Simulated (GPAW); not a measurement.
The system is ZrC.

```xyz
4
Lattice="3.3915 0.0000 0.0000 -1.6957 2.9371 0.0000 0.0000 0.0000 5.2901" Properties=species:S:1:pos:R:3 pbc="T T T"
Zr    1.6957    0.9790    3.9675
Zr    0.0000    1.9581    1.3225
C     0.0000    0.0000    2.6450
C     0.0000    0.0000    0.0000
```

The cell comes from a database or a generator and needn't be the stable form of this composition.

- Program: GPAW 26.7.0
- Task: single point
- Functional: PBEsol
- Potentials or basis: PAW data sets generated in the run's folder for this functional
- Cutoff: 800 eV
- Basis: pw
- k mesh: 9 × 9 × 5
- Occupations: fermi-dirac, width 0.05 eV
- Spin: no spin polarisation

On this cell: pressure -8.7 GPa; largest force under 0.003 eV/Å; band gap on the k mesh none (metal or under the smearing width).

The same run follows on a disturbed copy (atoms moved at random, drawn with an rms of 0.05 Å):

```xyz
4
Lattice="3.3915 0.0000 0.0000 -1.6957 2.9371 0.0000 0.0000 0.0000 5.2901" Properties=species:S:1:pos:R:3 pbc="T T T"
Zr    1.6564    0.9874    3.9452
Zr    0.0430    2.0016    1.3404
C    -0.0217   -0.0252    2.6505
C     0.0220   -0.0269   -0.0128
```

Q: What does the disturbed cell give?

A: The energy (extrapolated to zero smearing) moves by +19.9 meV/atom; pressure -8.1 GPa; largest force 1.260 eV/Å; band gap on the k mesh none (metal or under the smearing width).

Forces on the atoms (eV/Å):
```
Zr   0.500 -0.489  0.581
Zr  -0.613 -0.920 -0.606
C    0.239  0.738 -0.081
C   -0.125  0.670  0.106
```

Stress tensor (GPa, compression positive):
```
-8.83 -0.11  0.47
-0.11 -8.64  0.14
 0.47  0.14 -6.70
```
